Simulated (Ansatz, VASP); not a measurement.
## Two plane-wave programs on Ag

```
Ag
1.0
     2.88298    0.00000    0.00000
    -1.44149    2.49673    0.00000
     0.00000    0.00000    4.73190
Ag
2
Direct
  0.33333 0.66667 0.25000
  0.66667 0.33333 0.75000
```

Alike in both runs: functional PBEsol; k mesh 18 × 18 × 10; occupations fermi-dirac, width 0.15 eV; no spin polarisation.

Ansatz relaxed the structure, and its values are those at the end. VASP's run is a single point on that final structure, the one shown.

|  | VASP | Ansatz |
| --- | --- | --- |
| version | VASP 6.6.1 | Ansatz 0.2.0 |
| potentials or method | VASP PAW PBE potentials, release 64 (Ag) | scalar-relativistic, plane waves, PAW |
| plane-wave cutoff (eV) | 520 | 420 |
| valence electrons in the cell | 22 | 38 |

```tsv
	VASP	Ansatz	Ansatz less VASP
gap on the k mesh at the Fermi level (eV)	none	none	-
pressure (GPa)	-2.5	-2.2	+0.26
```

A gap of «none» marks a metal or a gap that the smearing closes. The two sets of potentials don't hold the same shells in valence.

Caveats: the PAW data sets were made with another functional, which shifts forces and pressure a little (VASP).
